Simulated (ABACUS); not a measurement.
Runs of ABACUS 3.10.1 on Ta. The typed cell holds 1 atom: a = 2.878 Å, b = 2.876 Å, c = 2.867 Å, α = 107.90°, β = 109.43°, γ = 112.18°. 

| task | level | potentials or basis | cell | k mesh | cutoff (eV) | orbital files | optimiser | force threshold | max steps | cell moves | gap on the mesh (eV) | pressure (GPa) | relaxed volume (Å³/atom) |
| --- | --- | --- | --- | --- | --- | --- | --- | --- | --- | --- | --- | --- | --- |
| relaxation of cell and atoms | BLYP+D3(BJ) | PseudoDojo NC SR 0.4.1 PBE standard, DZP LCAO (the cutoffs set its grid) | relaxed | 8 × 8 × 8 | 1361 | Ta Ta_confined-atom_7au_3s2p2d1f.orb | ASE BFGS | 0.01 eV/Å | 60 | yes | none | 0.0 | 17.38 |
| relaxation of cell and atoms | BLYP+D3 | PseudoDojo NC SR 0.4.1 PBE standard, DZP LCAO (the cutoffs set its grid) | relaxed | 8 × 8 × 8 | 1361 | Ta Ta_confined-atom_7au_3s2p2d1f.orb | ASE BFGS | 0.01 eV/Å | 60 | yes | none | 0.0 | 17.45 |
| relaxation of cell and atoms | BLYP | PseudoDojo NC SR 0.4.1 PBE standard, DZP LCAO (the cutoffs set its grid) | relaxed | 8 × 8 × 8 | 1361 | Ta Ta_confined-atom_7au_3s2p2d1f.orb | ASE BFGS | 0.01 eV/Å | 60 | yes | none | 0.0 | (a) |
| single point | PBE | PseudoDojo NC SR 0.4.1 PBE standard, plane waves | cell sheared at random, sigma 0.03, atoms nudged by 0.01 Å | 11 × 11 × 11 | 789 | - | - | - | - | - | none | 3.1 | - |
| relaxation of cell and atoms | BLYP+D2 | PseudoDojo NC SR 0.4.1 PBE standard, DZP LCAO (the cutoffs set its grid) | relaxed | 8 × 8 × 8 | 1361 | Ta Ta_confined-atom_7au_3s2p2d1f.orb | ASE BFGS | 0.01 eV/Å | 60 | yes | none | 0.0 | (b) |

Alike in all rows: no spin polarisation; smearing fermi-dirac 0.05 eV.

Question: Fill in the values left out.

Answer: (a) 18.71; (b) 17.54.

Caveats: the atomic orbitals were generated for these runs and aren't a published set (some runs); the potentials were made for another functional, which shifts forces and pressure (some runs); the basis of atomic orbitals isn't converged, which shifts pressures, moduli and gaps (some runs); pairwise dispersion overbinds metals, which lowers pressure and volume (some runs).

A k mesh can miss the band edges, and the runs leave out spin-orbit coupling on Ta.

A gap of «none» marks a metal or a gap under the smearing width.
